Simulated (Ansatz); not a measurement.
Input:

```yaml
crystal:
  lattice:
    - [2.76962, 1.56263, 4.39782]
    - [-2.76962, 1.56263, 4.39782]
    - [0.00000, -3.12526, 4.39782]
  atoms:
    - { symbol: La, position: [0.25058, 0.24942, 0.25000] }
    - { symbol: La, position: [0.74942, 0.75058, 0.75000] }
    - { symbol: Al, position: [0.00000, 0.00000, 0.00000] }
    - { symbol: Al, position: [0.50000, 0.50000, 0.50000] }
    - { symbol: O, position: [0.80142, 0.69858, 0.25000] }
    - { symbol: O, position: [0.26715, 0.78537, 0.71479] }
    - { symbol: O, position: [0.71463, 0.23285, 0.78521] }
    - { symbol: O, position: [0.19858, 0.30142, 0.75000] }
    - { symbol: O, position: [0.73285, 0.21463, 0.28521] }
    - { symbol: O, position: [0.28537, 0.76715, 0.21479] }
```

No spin polarisation.

Calculations: PBE (Ansatz, an electronic-structure program; PAW; 420 eV plane waves; no SOC). k-mesh 8×8×8 (Γ-centred); smearing 0.05 eV (Fermi–Dirac).

Question: Predict the gap character and stress.

Answer: 
- Gap character: direct at Γ
- Stress (xx, yy, zz, yz, xz, xy; compression positive): (-7.49, -2.73, -1.62, -0.69, 0.00, 0.00) GPa

The cells carry an imposed strain or load. Whether these cells are dynamically stable was not tested. The cell was made from LaAlO3 (space group R-3c, No. 167) by this change: uniaxial strain ε_xx = +2.33 %.
